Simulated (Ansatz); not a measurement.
# Sodium, hcp under PBE: ground state and equation of state

What does PBE give for sodium in the hcp structure? We relax it, solve it on a dense k-mesh, switch on spin-orbit coupling, then scale the cell to 7 volumes from 88 to 112 % of the relaxed one and try a fit of the equation of state. The k-meshes are 10×10×5 for the relaxation; 16×16×9 for the dense run; 10×10×5 for spin-orbit coupling; 11×11×6 for the volumes.

This is Na in the hcp structure; at room conditions it is bcc.

Method: DFT PBE, plane waves (420 eV) with PAW, scalar-relativistic, in Ansatz 0.2.0.

## 1. The structure to begin with

Symmetry: P6_3/mmc, No. 194, hexagonal system. The conventional cell has a = 3.764 Å, b = 3.764 Å, c = 6.147 Å, α = 90.00°, β = 90.00°, γ = 120.00°. Na (site symmetry -6m2) has 12 Na at 3.76 Å as nearest neighbours.

As a file:

```
Na
1.0
     3.76404    0.00000    0.00000
    -1.88202    3.25976    0.00000
     0.00000    0.00000    6.14668
Na
2
Cartesian
  0.0000 2.1732 1.5367
  1.8820 1.0866 4.6100
```

## 2. Geometry optimisation

Input file input.yaml:

```yaml
crystal:
  lattice:
    - [3.7640418302, 0.0, 0.0]
    - [-1.8820209151, 3.2597558458, 0.0]
    - [0.0, 0.0, 6.1466803087]
  atoms:
    - { symbol: Na, position: [0.3333333333, 0.6666666667, 0.25] }
    - { symbol: Na, position: [0.6666666667, 0.3333333333, 0.75] }
hamiltonian:
  xc: pbe
  pseudopotentials:
    kind: paw
    azcp:
      Na: "pseudopotentials/Na.paw.azcp"
basis:
  ecutwfc: 420
  fft_grid_basis: typed
kpoints:
  mp_grid: { grid: [10, 10, 5], shift: [0, 0, 0] }
magnetization:
  spin_polarized: false
scf:
  occupations: { method: fermi_dirac, width: 0.1 }
relax:
  max_steps: 60
  f_tol: 0.01
  cell: {}
```

Command:

```sh
> ansatz run input.yaml --threads 1 --pin off --max-ram 3584MiB --backend cpu --events-out ev --progress --plain --runs-dir out
```

After this run come: The energy on a finer k-mesh; A two-component run at the same geometry; Equation of state: 88 %; Equation of state: 92 %; Equation of state: 96 %; Equation of state: 100 %; Equation of state: 104 %; Equation of state: 108 %; Equation of state: 112 %.

**Question.** What will these runs give? Wanted: space group; conventional cell; volume; shortest distance; gap on the mesh; relative to bcc; V₀, B₀, B₀′.

The runs gave:

| quantity | value |
| --- | --- |
| space group (spins left aside) | P6_3/mmc (No. 194) |
| conventional cell | a = 3.745 Å, c = 6.114 Å (c/a = 1.633) |
| volume | 37.125 Å³/atom |
| shortest distance | 3.744 Å |
| gap on the mesh | none (levels filled in part) |
| relative to bcc | -1 meV/atom |
| V₀, B₀, B₀′ | 37.090 Å³/atom, 7.7 GPa, 3.7 |

From the guessed start the volume shrank by 1.5 % in 4 steps. It lies 1 meV/atom below the element's reference form at the same level (bcc, from a run of its own), within what mesh and smearing can decide. No gap shows: it is a metal or semimetal at this level. The total energy of the spin-orbit run (on a coarser mesh) lies -22 meV/atom from the scalar one; mesh and treatment of the core enter this figure, so it is no spin-orbit energy. B₀ comes out at 7.7 GPa, a soft solid; letting shape and positions relax at each volume could only lower it. Relaxation kept the symmetry; phonons were not checked.
